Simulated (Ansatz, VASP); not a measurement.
## CsH: VASP beside Ansatz

```
Cs H
1.0
     3.81841    0.00000    0.00000
     0.00000    3.81841    0.00000
     0.00000    0.00000   21.54602
Cs H
3 3
Direct
  0.00000 0.00000 0.27847
  0.00000 0.00000 0.45569
  0.00000 0.00000 0.63292
  0.50000 0.50000 0.36708
  0.50000 0.50000 0.54431
  0.50000 0.50000 0.72153
```

Alike in both runs: task single point; functional r2SCAN; k mesh 4 × 4 × 1; occupations methfessel-paxton of order 1, width 0.1 eV; no spin polarisation.

```csv
,VASP,Ansatz
version,VASP 6.6.1,Ansatz 0.2.0
potentials or method,"VASP PAW PBE potentials, release 64 (Cs_sv, H)","plane waves, PAW"
plane-wave cutoff (eV),520,612
valence electrons in the cell,30,30
```

```tsv
	VASP	Ansatz	Ansatz less VASP
gap on the k mesh at the Fermi level (eV)	none	none	-
rms of the force components (eV/Å)	0.277	0.277	+0.0006
```

A gap of «none» marks a metal or a gap that the smearing closes. With one functional, cell and mesh, what is left measures potentials, basis and numerics. Ansatz warned: «vacuum_density_over_bound».

Caveats: the k mesh is coarse (spacing up to 0.41 Å⁻¹), so the values aren't converged; the PAW data sets were made with another functional, which shifts forces and pressure a little (VASP). The runs have no spin-orbit coupling, so splittings on Cs are missing.
